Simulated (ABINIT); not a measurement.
Input of an ABINIT 10.8.3 (patched build) run:

Contents of run.abi:

```
# Datasets: one volume each
ndtset 7
getwfk -1
scalecart1 3*0.9795861087
scalecart2 3*0.9864848297
scalecart3 3*0.9932883884
scalecart4 3*1.0000000000
scalecart5 3*1.0066227096
scalecart6 3*1.0131594038
scalecart7 3*1.0196128224

# Pseudopotentials
pp_dirpath "./"
pseudos "Te.GGA_PBE-JTH.xml, Sn.GGA_PBE-JTH.xml"

# Structure
acell 3.9047 3.9047 3.9047 Angstrom
rprim
     1.0000000000     0.0000000000     0.0000000000
     0.0000000000     1.0000000000     0.0000000000
     0.0000000000     0.0000000000     1.0000000000
ntypat 2
znucl 52 50
natom 2
typat 1 2
xred
     0.5000000000     0.5000000000     0.5000000000
     0.0000000000     0.0000000000     0.0000000000

# Plane-wave basis
ecut 26.0
pawecutdg 48.0

# k points
kptopt 1
ngkpt 7 7 7
nshiftk 1
shiftk 0.0 0.0 0.0

# Exchange and correlation
ixc 7

# Bands and occupations
nband 14
occopt 3
tsmear 0.00183747

# SCF cycle
nstep 100
tolvrs 1.0e-9

# Output
iomode 3
prtwf 1
prtden 0
prteig 0
prtebands 0
enunit 2
```

Potentials or basis: JTH PAW PBE v2.0.

Launch:

```bash
$ abinit run.abi > log 2>&1
```

(1) What does it give for the equilibrium volume?

(2) Predict the bulk modulus.

Results:

(1) 26.58 Å³/atom (rough: see the caveat).

(2) 60 GPa (rough).

Caveat: pressures at fixed basis lie under the slope of the energies; the minimum lies outside the volumes run; the PAW data sets were made with another functional, which shifts forces and pressure a little.
